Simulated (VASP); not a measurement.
A run of VASP 6.6.1 is set up as follows.

INCAR

```
SYSTEM = C
PREC     = Accurate       ! precision mode
ENCUT    = 520            ! plane-wave cutoff, eV
EDIFF    = 1E-7           ! SCF threshold, eV
ISMEAR   = 0              ! smearing method
SIGMA    = 0.1            ! smearing width, eV
LREAL    = .False.        ! projectors in reciprocal space
LASPH    = .True.         ! aspherical terms in the spheres
NELM     = 100            ! most SCF steps
ALGO     = Normal         ! electronic algorithm
ISIF     = 2              ! what is computed and relaxed
LWAVE    = .False.        ! write WAVECAR
LCHARG   = .False.        ! write CHGCAR
GGA      = PE             ! functional
IVDW     = 12             ! dispersion correction
NBANDS   = 11             ! bands
```

The input KPOINTS:

```
Automatic mesh
0
Gamma
  21 21 6
  0 0 0
```

File POSCAR:

```
C
1.0
    2.4647271831      0.0000000000      0.0000000000
   -1.2323635916      2.1345163540      0.0000000000
    0.0000000000      0.0000000000      3.5745041692
C
2
Direct
    0.3333333333      0.6666666667      0.0000000000
    0.6666666667      0.3333333333      0.0000000000
```

Potentials or basis: VASP PAW PBE potentials, release 64 (C).

The run is started by

```console
$ cat potpaw_PBE.64/C/POTCAR > POTCAR
$ mpirun -np 1 vasp_std > vasp.out
```

Q: Predict the dispersion energy per atom.

A: -0.145 eV.

Q: Predict the band gap on the k mesh.

A: None (metal or under the smearing width).

Q: Estimate the pressure.

A: 0.4 GPa.

Stress tensor (GPa, compression positive):
```
 0.66  0.00  0.00
 0.00  0.66  0.00
 0.00  0.00 -0.10
```
